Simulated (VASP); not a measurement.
CoO, 4 atoms in the cell. Symmetry: Fm-3m, No. 225, cubic system. Conventional cell: a = 4.263 Å, b = 4.263 Å, c = 4.263 Å, α = 90.00°, β = 90.00°, γ = 90.00°. Co (site symmetry m-3m) has 6 O at 2.13 Å as nearest neighbours. O (site symmetry m-3m) has 6 Co at 2.13 Å as nearest neighbours. 

* Program: VASP 6.6.1
* Task: single point
* Functional: r2SCAN
* Potentials or basis: VASP PAW PBE potentials, release 64 (Co, O)
* Cutoff: 520 eV
* k mesh: 8 × 8 × 8
* Occupations: fermi-dirac, width 0.05 eV
* Spin: no spin polarisation
* Supercell matrix: [1, 1, 0, -1, 1, 0, 0, 0, 1]
* Further INCAR settings: ALGO = Normal; EDIFF = 1e-07

Potentials or basis: VASP PAW PBE potentials, release 64 (Co, O).

The run is started by

```console
$ cat potpaw_PBE.64/Co/POTCAR potpaw_PBE.64/O/POTCAR > POTCAR
$ mpirun -np 1 vasp_std > vasp.out
```

Hardware: 1 thread of Intel(R) Xeon(R) Platinum 8175M CPU @ 2.50GHz (Skylake/Cascade Lake), with other jobs on the host.

Question: Estimate the wall time of this run.

Answer: Run time: 4.2 min on 1 thread of Intel(R) Xeon(R) Platinum 8175M CPU @ 2.50GHz (Skylake/Cascade Lake) (shared host), peak memory 0.2 GiB. Counts: scf iterations 21, k points 75.
